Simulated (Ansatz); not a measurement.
## The black arsenene bilayer (AB) under a gate

Aim: charge, voltage and capacitance of the black arsenene bilayer (AB) in a field-effect set-up.

Main program and level: Ansatz 0.2.0; plane-wave DFT, PBE-D3(BJ), Ansatz PAW.

## 1. The starting structure

The cell holds 8 atoms: 8 As. Its edges and angles: a = 4.750 Å, b = 3.680 Å, c = 46.960 Å, α = 90.0°, β = 90.0°, γ = 90.0°. Regions: layer 1: black arsenene, 4 atoms (4 As); layer 2: black arsenene, 4 atoms (4 As). Vacuum lies along c.

## 2. Relaxation

The starting cell is a guess, so the in-plane lattice and the atoms are relaxed first, with the slab cut off from its images along the normal.

Input file input.yaml:

```yaml
crystal:
  lattice:
    - [4.75, 0.0, 0.0]
    - [0.0, 3.68, 0.0]
    - [0.0, 0.0, 46.9599999997]
  atoms:
    - { symbol: As, position: [0.09, 0.0, 0.4152470187] }
    - { symbol: As, position: [0.41, 0.5, 0.4173764906] }
    - { symbol: As, position: [0.91, 0.0, 0.4680579217] }
    - { symbol: As, position: [0.59, 0.5, 0.4659284497] }
    - { symbol: As, position: [0.09, 0.5, 0.5319420783] }
    - { symbol: As, position: [0.41, 0.0, 0.5340715503] }
    - { symbol: As, position: [0.91, 0.5, 0.5847529813] }
    - { symbol: As, position: [0.59, 0.0, 0.5826235094] }
  periodic: [true, true, false]
kpoints:
  mp_grid: { grid: [8, 8, 1] }
hamiltonian:
  xc: pbe
  dispersion: d3bj
scf:
  occupations: { method: fermi_dirac, width: 0.05 }
  convergence: { dr2_threshold: 1.0e-09 }
relax:
  f_tol: 0.004
  max_steps: 90
  cell: {}
output:
  write_potential: true
  write_density: true
  volumetric_format: npy
```

The run is started by

```bash
> ansatz run input.yaml --threads 4 --pin off --max-ram 16384MiB --backend cpu --events-out ev --progress --plain --runs-dir out
```

Numbers of over 12 decimals in the logs are rounded to 6 here.

The program printed:

```text
Warning: relax.cell: scf.convergence.dr2_threshold = 1e-9 eV is looser than the 2.48014642685e-10 eV advised for a relaxation that steers and ends on the stress (1e-10 eV for each atom of the cell: 8, times the square of relax.cell.stress_2d_tol = 0.05 N/m over 18.0 Å (the atoms' height at the walk's start and 5 Å past either face), 2.784e-2 GPa, over a crystal's default 0.05). What an SCF threshold leaves in a stress goes as its square root, and in the free energy as the threshold itself, and one threshold admits the most on a small cell: [figures from the program's tests cut] Set scf.convergence.dr2_threshold to 2.48014642685e-10 eV or tighter. [rest of the remark cut]
Engine: ansatz 0.2.0, aarch64-unknown-linux-gnu
Pseudopotentials: kind: paw
Pseudopotential: As, paw, valence charge 15, recommended cutoff 420 eV (normal), As.paw.azcp
Functional definition: PBE
  parameter kappa = 0.804
  parameter beta = 0.066725
  exchange = pbe_x(kappa = kappa, mu = beta*pi^2/3)
  correlation = pbe_c(beta = beta)
Crystal: 8 atoms, lattice volume = 820.861 Å³
Basis set: ecut = 420 eV, 15891 PW (Γ), exchange–correlation on 64×50×640 points (8 copies of the dense FFT grid, shifted against one another)
Bands: 72, of which v1, the nominal top of the filled ones, is band 60 counted from 1 (59 counted from 0)
Symmetry: 4 space group operations
Space group: P21/m (ITA 11), of the structure as read, at distance tolerance 9.4e-5 Å
k-points: 25 of 64
Non-local potential: As, projectors of the file, l = 0: 2, l = 1: 2, l = 2: 3, l = 3: 1
PAW form: soft (Blöchl's): semilocal exchange-correlation on the pseudo side does not see the compensation charge
PAW one-centre angular grid: As, 590 points (default); XC on 64 Gauss nodes
Initial density: superposition of atomic densities (neutral atoms: chi_scale 0, normalization atom), corrected by the library's trained network
Initial wavefunctions: pseudopotential atomic-orbital guess
Functional: x = pbe(κ = 0.804, μ = 0.219515), c = pbe(β = 0.066725)
SCF iter   1: F=—  HF=-38850.615412 eV  |F-HF|=—  |Δ(HF+E_count)|=         —  Δρ=9.11e-4  dr2=2.86e-2  ethr=1.77e-3  ⟨swp⟩=9.7  Hψ=8122  notcnv=0  defer=24
preconditioner: auto → LDOS  [insulator: Δε(μ)=0.279 eV  Ē_g=9.166 eV  σ=0.050 eV  W_gap=0.88  n_scr=104 (ndim 8)  ℏωp=8.2 eV  f_vac=0.750  D(μ)=0.13/eV (n_scr^D=2)  ε∞_Penn≈1.8  β→1.0]
SCF iter   2: F=—  HF=-38850.629473 eV  |F-HF|=—  |Δ(HF+E_count)|=   1.41e-2  Δρ=1.28e-3  dr2=1.77e-1  ethr=2.39e-5  ⟨swp⟩=5.0  Hψ=5077  notcnv=0  defer=97
SCF iter   3: F=—  HF=-38850.609235 eV  |F-HF|=—  |Δ(HF+E_count)|=   2.02e-2  Δρ=2.93e-4  dr2=6.95e-3  ethr=2.39e-5  ⟨swp⟩=3.1  Hψ=2403  notcnv=0  defer=97
SCF iter   4: F=—  HF=-38850.608517 eV  |F-HF|=—  |Δ(HF+E_count)|=   7.18e-4  Δρ=1.09e-4  dr2=3.54e-4  ethr=5.79e-6  ⟨swp⟩=3.0  Hψ=2295  notcnv=0  defer=97
SCF iter   5: F=—  HF=-38850.608446 eV  |F-HF|=—  |Δ(HF+E_count)|=   7.11e-5  Δρ=2.45e-5  dr2=3.96e-6  ethr=2.95e-7  ⟨swp⟩=3.0  Hψ=2500  notcnv=0  defer=97
SCF iter   6: F=—  HF=-38850.608436 eV  |F-HF|=—  |Δ(HF+E_count)|=   1.02e-5  Δρ=9.73e-6  dr2=8.80e-7  ethr=3.30e-9  ⟨swp⟩=3.0  Hψ=3825  notcnv=0  defer=97
SCF iter   7: F=—  HF=-38850.608437 eV  |F-HF|=—  |Δ(HF+E_count)|=   1.09e-6  Δρ=3.34e-6  dr2=2.28e-7  ethr=7.33e-10  ⟨swp⟩=4.0  Hψ=4025  notcnv=0  defer=97
SCF iter   8: F=—  HF=-38850.608437 eV  |F-HF|=—  |Δ(HF+E_count)|=   3.51e-8  Δρ=7.70e-7  dr2=4.47e-9  ethr=1.90e-10  ⟨swp⟩=3.7  Hψ=3626  notcnv=0  defer=97
SCF iter   9: F=-38850.608437 eV  HF=-38850.608437 eV  |F-HF|=3.70e-9  |Δ(HF+E_count)|=   1.83e-8  Δρ=2.56e-7  dr2=3.76e-10  ethr=1.00e-12  ⟨swp⟩=11.4  Hψ=12452  notcnv=0
SCF 1 converged in 9 iterations: F = -38850.608437 eV  dr2 = 3.76e-10
  greatest PAW one-centre occupation: 0.999 electrons in one spin orbital (limit 2), on the As atom at site 4 (counted from 0), in its partial waves of l = 2
relax step   1: F+E_penalty+E_count = -38850.60843721 eV  Δ(F+E_penalty+E_count) = +0.000e0 eV  max|allowed force component| = 1.655e0 eV/Å  Δτ_max = 0.0000 Å  P = +4.497 N/m  Ω = 820.861 Å³  fix = [c, alpha, beta]  reactions: c +0.000 N/m; beta +0.000 N/m/rad  (9 SCF iters, accepted)
Crystal: 8 atoms, lattice volume = 794.781 Å³
Basis set: ecut = 420 eV, 15373 PW (Γ), exchange–correlation on 64×50×640 points (8 copies of the dense FFT grid, shifted against one another)
Initial density: handed on by an earlier stage of this run
Initial wavefunctions: those handed on with the density
iter 1 solved again at ethr=1.39e-4 eV; its pass at ethr=3.10e-3 eV (dr2=1.67e-1 eV) is discarded
SCF iter   1: F=—  HF=-38851.308878 eV  |F-HF|=—  |Δ(HF+E_count)|=         —  Δρ=5.01e-3  dr2=1.72e-1  ethr=1.39e-4  ⟨swp⟩=3.2  Hψ=9647  notcnv=0
preconditioner: auto → LDOS  [insulator: Δε(μ)=0.266 eV  Ē_g=8.974 eV  σ=0.050 eV  W_gap=0.87  n_scr=104 (ndim 8)  ℏωp=8.3 eV  f_vac=0.749  D(μ)=0.11/eV (n_scr^D=2)  ε∞_Penn≈1.9  β→1.0]
SCF iter   2: F=—  HF=-38851.332370 eV  |F-HF|=—  |Δ(HF+E_count)|=   2.35e-2  Δρ=2.89e-3  dr2=1.78e-1  ethr=1.39e-4  ⟨swp⟩=5.0  Hψ=4491  notcnv=0  defer=7
SCF iter   3: F=—  HF=-38851.278860 eV  |F-HF|=—  |Δ(HF+E_count)|=   5.35e-2  Δρ=7.43e-4  dr2=1.25e-2  ethr=1.39e-4  ⟨swp⟩=5.0  Hψ=4401  notcnv=0  defer=46
SCF iter   4: F=—  HF=-38851.276385 eV  |F-HF|=—  |Δ(HF+E_count)|=   2.47e-3  Δρ=2.18e-4  dr2=2.67e-3  ethr=1.04e-5  ⟨swp⟩=3.8  Hψ=3847  notcnv=0  defer=59
SCF iter   5: F=—  HF=-38851.276183 eV  |F-HF|=—  |Δ(HF+E_count)|=   2.03e-4  Δρ=1.07e-4  dr2=6.45e-4  ethr=2.23e-6  ⟨swp⟩=2.3  Hψ=2068  notcnv=0  defer=59
SCF iter   6: F=—  HF=-38851.276112 eV  |F-HF|=—  |Δ(HF+E_count)|=   7.02e-5  Δρ=3.50e-5  dr2=4.46e-5  ethr=5.38e-7  ⟨swp⟩=2.8  Hψ=2279  notcnv=0  defer=59
SCF iter   7: F=—  HF=-38851.276100 eV  |F-HF|=—  |Δ(HF+E_count)|=   1.19e-5  Δρ=9.81e-6  dr2=3.59e-6  ethr=3.72e-8  ⟨swp⟩=2.5  Hψ=2309  notcnv=0  defer=59
SCF iter   8: F=—  HF=-38851.276063 eV  |F-HF|=—  |Δ(HF+E_count)|=   3.76e-5  Δρ=2.49e-6  dr2=1.77e-7  ethr=2.99e-9  ⟨swp⟩=2.8  Hψ=2371  notcnv=0  defer=59
SCF iter   9: F=—  HF=-38851.276063 eV  |F-HF|=—  |Δ(HF+E_count)|=   7.68e-9  Δρ=7.79e-7  dr2=4.79e-9  ethr=1.47e-10  ⟨swp⟩=3.0  Hψ=2636  notcnv=0  defer=59
SCF iter  10: F=-38851.276063 eV  HF=-38851.276063 eV  |F-HF|=8.66e-10  |Δ(HF+E_count)|=   8.00e-9  Δρ=1.81e-7  dr2=4.12e-10  ethr=1.00e-12  ⟨swp⟩=11.2  Hψ=12840  notcnv=0
SCF 2 converged in 10 iterations: F = -38851.276063 eV  dr2 = 4.12e-10
  greatest PAW one-centre occupation: 0.999 electrons in one spin orbital (limit 2), on the As atom at site 5 (counted from 0), in its partial waves of l = 2
[...]
relax step   8: F+E_penalty+E_count = -38851.40576825 eV  Δ(F+E_penalty+E_count) = -1.900e-4 eV  max|allowed force component| = 9.594e-3 eV/Å  Δτ_max = 0.0069 Å  P = -0.002 N/m  Ω = 768.103 Å³  energy of the carried Pulay correction = +1.679e-3 eV  fix = [c, alpha, beta]  reactions: c +0.000 N/m; beta -0.000 N/m/rad  (8 SCF iters, accepted)
[...]
relax step   9: F+E_penalty+E_count = -38851.40584705 eV  Δ(F+E_penalty+E_count) = -7.881e-5 eV  max|allowed force component| = 6.346e-4 eV/Å  Δτ_max = 0.0055 Å  P = -0.000 N/m  Ω = 767.952 Å³  energy of the carried Pulay correction = +1.684e-3 eV  fix = [c, alpha, beta]  reactions: c +0.000 N/m; beta -0.000 N/m/rad  (7 SCF iters, accepted)
Basis set: ecut = 420 eV, 15019 PW (Γ), exchange–correlation on 60×50×640 points (8 copies of the dense FFT grid, shifted against one another)
Initial wavefunctions: pseudopotential atomic-orbital guess (no wavefunctions were taken with the density)
iter 1 solved again at ethr=2.58e-7 eV; its pass at ethr=3.10e-3 eV (dr2=3.09e-4 eV) is discarded
SCF iter   1: F=—  HF=-38851.404579 eV  |F-HF|=—  |Δ(HF+E_count)|=         —  Δρ=2.14e-5  dr2=8.00e-7  ethr=2.58e-7  ⟨swp⟩=6.0  Hψ=15088  notcnv=0
preconditioner: auto → LDOS  [metal: Δε(μ)=0.136 eV  Ē_g=9.048 eV  σ=0.050 eV  W_gap=0.49  n_scr=104 (ndim 8)  ℏωp=8.5 eV  f_vac=0.750  D(μ)=0.65/eV (n_scr^D=4)  β→1.0]
SCF iter   2: F=—  HF=-38851.404553 eV  |F-HF|=—  |Δ(HF+E_count)|=   2.66e-5  Δρ=6.28e-6  dr2=2.61e-7  ethr=6.67e-10  ⟨swp⟩=4.9  Hψ=5565  notcnv=0
SCF iter   3: F=—  HF=-38851.404551 eV  |F-HF|=—  |Δ(HF+E_count)|=   1.90e-6  Δρ=1.94e-6  dr2=6.98e-8  ethr=2.17e-10  ⟨swp⟩=2.7  Hψ=3536  notcnv=0
SCF iter   4: F=—  HF=-38851.404551 eV  |F-HF|=—  |Δ(HF+E_count)|=   7.00e-7  Δρ=7.64e-7  dr2=4.53e-8  ethr=5.81e-11  ⟨swp⟩=3.0  Hψ=3719  notcnv=0
SCF iter   5: F=—  HF=-38851.404552 eV  |F-HF|=—  |Δ(HF+E_count)|=   7.30e-8  Δρ=2.50e-7  dr2=1.19e-9  ethr=3.78e-11  ⟨swp⟩=2.7  Hψ=2315  notcnv=0
iter 6 met the thresholds in force, and the SCF goes on: an eigenvalue changes by 2.23 meV, over its tolerance of 1.01 meV (output.eigenvalues, Limitations)
SCF iter   6: F=-38851.404552 eV  HF=-38851.404552 eV  |F-HF|=6.47e-9  |Δ(HF+E_count)|=   3.23e-8  Δρ=7.23e-8  dr2=4.93e-11  ethr=1.00e-12  ⟨swp⟩=15.3  Hψ=12808  notcnv=0
iter 7 met the thresholds in force, and the SCF goes on: an eigenvalue changes by 2.38 meV, over its tolerance of 1.00 meV (output.eigenvalues, Limitations)
SCF iter   7: F=-38851.404552 eV  HF=-38851.404552 eV  |F-HF|=1.57e-9  |Δ(HF+E_count)|=   4.42e-9  Δρ=1.95e-8  dr2=2.13e-12  ethr=1.00e-12  ⟨swp⟩=7.0  Hψ=9065  notcnv=0
Mixer restart at iter 7: flushing history
SCF iter   8: F=-38851.404552 eV  HF=-38851.404552 eV  |F-HF|=1.16e-10  |Δ(HF+E_count)|=   1.51e-9  Δρ=1.21e-8  dr2=7.99e-12  ethr=1.00e-12  ⟨swp⟩=6.7  Hψ=8379  notcnv=0
SCF 10 converged in 8 iterations: F = -38851.404552 eV  dr2 = 7.99e-12
relax step  10: F+E_penalty+E_count = -38851.40455161 eV  Δ(F+E_penalty+E_count) = +1.295e-3 eV  max|allowed force component| = 6.726e-4 eV/Å  Δτ_max = 0.0000 Å  P = -0.005 N/m  Ω = 767.952 Å³  fix = [c, alpha, beta]  reactions: c +0.000 N/m; beta -0.000 N/m/rad  stress off target by 1.11e-2 N/m on what of the cell is left free  SCF on the basis re-selected at this cell (its energy is not comparable with the rows above)  (8 SCF iters)
basis re-selected at this cell: Δ(F+E_penalty+E_count) = +1.295e-3 eV, ΔP = -0.005 N/m vs the last step (what re-selecting the basis moved, of the pressure what is left beyond the Pulay correction that the steps carried, after the strain that the cell walked since its last selection, with what the two solves' SCF thresholds leave and, on support functions, any second-order correction that the steps lacked; it is no measure of the basis error at this ecutwfc). The dense FFT grid was sized anew with the basis: this SCF ran on 30×25×320 points, the steps before it on 32×25×320, so part of this shift can come from that change (see relax.cell in the input reference). [rest of the remark cut]
WARN: The output density's exchange-correlation potential varies sharply where the density is thin. Do not read a vacuum level from v_tot or v_xc, or from such a field of the output density. On a cell that repeats whose density bears no net charge and no dipole along the vacuum's axis use v_es (v_loc + v_h of the components); under efield.dipole_correction with no amplitude use v_es + v_field, which holds any externa [...]
SCF converged after 8 iterations
an eigenvalue changed by more than its tolerance at an iteration that met the thresholds in force, so the SCF went on 2 times, its first undamped step at iteration 7: the last check found none over its tolerance
Free energy (F): -38851.404552 eV
Harris-Foulkes:  -38851.404552 eV  (|F-HF|=1.16e-10)
Internal energy: -38851.399126 eV  (E = F + TS)
E sigma→0 (E₀):  -38851.401839 eV
Entropy (-TS):   -0.005426 eV (-0.678 meV/atom)
Fermi energy:    -4.102617 eV
--- Per-component energies (eV) ---
  E_band       = -3628.272873
  E_kinetic    = 819.843785
  E_local      = -674799.994767  (includes V_loc(G=0)·N_el)
  E_nonlocal   = -5365.465265
  E_hartree    = 337243.241464
  E_xc         = -633.066552
  E_vxc        = -632.506352  (∫ρ·V_xc dr)
  E_paw        = -14677.064770  (= ΣΔE_a)
  E_vpaw       = 1863.367139  (= ΣTr[D̂ρ^β])
  E_aug_tail   = 0.000057  (compensation charges beyond the density's cutoff)
  E_ewald      = 318563.761547
  E_disp       = -2.654624  (pairwise vdW)
  E_smearing   = -0.005426  (= −TS)
  E_closure    = 0.000000  (closes the sum)
  Σ components = -38851.404552   (vs F -38851.404552, Δ=0.00e0)
--- Forces (eV/Å), atoms counted from 1 ---
  atom   1  As     0.00067260    -0.00000000     0.00031672
  atom   2  As     0.00022171     0.00000000    -0.00028817
  atom   3  As     0.00033213     0.00000000     0.00048173
  atom   4  As    -0.00010333    -0.00000000     0.00014749
  atom   5  As    -0.00033213    -0.00000000    -0.00048173
  atom   6  As     0.00010333     0.00000000    -0.00014749
  atom   7  As    -0.00067260     0.00000000    -0.00031672
  atom   8  As    -0.00022171    -0.00000000     0.00028817
  max |Σ_I F_I| component: 1.36e-19 eV/Å
--- 2D stress c σ (N/m, compression-positive) ---
       -0.011065      -0.000000       0.000000
       -0.000000       0.001289       0.000000
        0.000000       0.000000      -0.000000
  P = ½ c Tr σ = -0.0049 N/m
--- Band table (eV; the first three rows and the last of 25) ---
  k-point 0: bands = [... 56 lower, -6.1442, -5.7848, -4.8871, -4.3387, -4.1165, -2.6895, -2.4444, -2.4031, ... 8 higher]
  k-point 1: bands = [... 56 lower, -6.2626, -6.2348, -4.8765, -4.4891, -3.9803, -2.6182, -1.9052, -1.6817, ... 8 higher]
  k-point 2: bands = [... 56 lower, -6.0170, -5.9945, -5.1495, -5.1300, -3.6263, -3.3765, -2.9187, -2.1068, ... 8 higher]
  k-point 24: bands = [... 56 lower, -6.2179, -6.2179, -6.2060, -6.2060, -1.8667, -1.8667, -1.8536, -1.8536, ... 8 higher]
  the weakly bound empty levels are not read free of the cell's end (no_gap_told)
--- Relaxed structure (9 steps of the walk, 7 accepted, 1 SCFs on fresh bases) ---
  F+E_penalty+E_count = -38851.40455161 eV   max|allowed force component| = 6.726e-4 eV/Å   (the final SCF, on the basis selected at the relaxed cell)
  cell:  # Å, volume = 767.9518 Å³
    - [4.392065, 0.0, 0]
    - [0.0, 3.723378, 0.0]
    - [0, 0.0, 46.9599999997]
  atoms:
    - { symbol: As, position: [0.057411, 0.0, 0.416726] }
    - { symbol: As, position: [0.439799, 0.5, 0.416704] }
    - { symbol: As, position: [0.939512, 0.0, 0.468327] }
    - { symbol: As, position: [0.557822, 0.5, 0.468301] }
    - { symbol: As, position: [0.060488, 0.5, 0.531673] }
    - { symbol: As, position: [0.442178, 0.0, 0.531699] }
    - { symbol: As, position: [0.942589, 0.5, 0.583274] }
    - { symbol: As, position: [0.560201, 0.0, 0.583296] }
```

Wall time 3.7 min (4 threads of Arm Neoverse V2, shared host); peak memory 2.1 GiB.

Step by step:

| step | energy less that of the first step (eV) | largest force component (eV/Å) | volume (Å³) |
| --- | --- | --- | --- |
| 1 | 0.0000 | 1.6552 | 820.86 |
| 2 | -0.6676 | 0.3740 | 794.78 |
| 3 | -0.7624 | 0.1553 | 764.87 |
| 4 | -0.7072 | 0.2944 | 803.33 |
| 5 | -0.7962 | 0.0401 | 771.49 |
| 6 | -0.7971 | 0.0134 | 767.53 |
| 7 | -0.7970 | 0.0269 | 769.02 |
| 8 | -0.7973 | 0.0096 | 768.10 |
| 9 | -0.7974 | 0.0006 | 767.95 |
| 10* | -0.7961 | 0.0007 | 767.95 |

Relaxation steps marked * repeat the geometry before them on a plane-wave basis chosen anew for their cell, so energy and pressure can jump there. Relaxation steps 4, 7 were tried and not accepted.

The run keeps the 4 symmetry operations that it works with, so distortions that break them were not tested.

| cell as run | before | after | change |
| --- | --- | --- | --- |
| a (Å) | 4.750 | 4.392 | -7.5 % |
| b (Å) | 3.680 | 3.723 | +1.2 % |

The atoms that moved most (Å, along periodic axes as changes of fractional coordinates times the final cell, across vacuum about the mean position):

```csv
atom,dx,dy,dz,length
As4,-0.141,0.000,0.111,0.180
As6,0.141,0.000,-0.111,0.180
As1,-0.143,0.000,0.069,0.159
As7,0.143,0.000,-0.069,0.159
As2,0.131,0.000,-0.032,0.135
As8,-0.131,0.000,0.032,0.135
As5,-0.130,0.000,-0.013,0.130
As3,0.130,0.000,0.013,0.130
```

Numbers from this step:

* energy at zero smearing: -38851.4018 eV

The lattice constant a goes from 4.750 to 4.392 Å.

(Continued in part 2 of 4.)

[Logs are printed without paths, hosts, clocks, repeated set-up lines and the standing remarks that a program may print on its own settings, such as how far it seeks lower states.]

[Hosts, paths, dates, database ids (printed as entryN), source tags and the programs' standing remarks are cut or masked in the printed files.]

[Maps of the electrostatic potential energy from Ansatz leave out the sawtooth potential of an applied field or a dipole correction, so their vacuum need not be flat; planar profiles and work functions include it.]
